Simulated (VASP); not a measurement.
A run of VASP 6.6.1:

INCAR

```
ALGO     = Normal         # electronic algorithm
EDIFF    = 1E-8           # SCF threshold, eV
ENCUT    = 520            # plane-wave cutoff, eV
GGA      = CA             # functional
IBRION   = 8              # ionic algorithm
ISIF     = 2              # what is computed and relaxed
ISMEAR   = 0              # smearing method
LASPH    = T              # aspherical terms in the spheres
LCHARG   = F              # write CHGCAR
LREAL    = F              # projectors in reciprocal space
LWAVE    = F              # write WAVECAR
NELM     = 100            # most SCF steps
NSW      = 1              # ionic steps
PREC     = Accurate       # precision mode
SIGMA    = 0.01           # smearing width, eV
```

KPOINTS

```
k-points
0
Gamma
  6 6 6
```

File POSCAR:

```
SnO2
1.0
    1.6170930000      0.9336290000      4.8005930000
   -1.6170930000      0.9336290000      4.8005930000
    0.0000000000     -1.8672580000      4.8005930000
Sn O
1 2
Direct
    0.5000000000      0.5000000000      0.5000000000
    0.2371700000      0.2371700000      0.2371700000
    0.7628300000      0.7628300000      0.7628300000
```

Potentials or basis: VASP PAW LDA potentials, release 64 (Sn_d, O).

Launch:

```sh
$ cat potpaw_LDA.64/Sn_d/POTCAR potpaw_LDA.64/O/POTCAR > POTCAR
$ mpirun -np 1 vasp_std > vasp.out
```

Hardware: 1 thread of Intel(R) Xeon(R) 6975P-C (Granite Rapids) (shared host).

Task: Estimate the wall time of this run.

Result: It took 4.8 min on 1 thread of Intel(R) Xeon(R) 6975P-C (Granite Rapids), on a shared host, peak memory 0.41 GiB. Counts: scf iterations 73, k points 32.
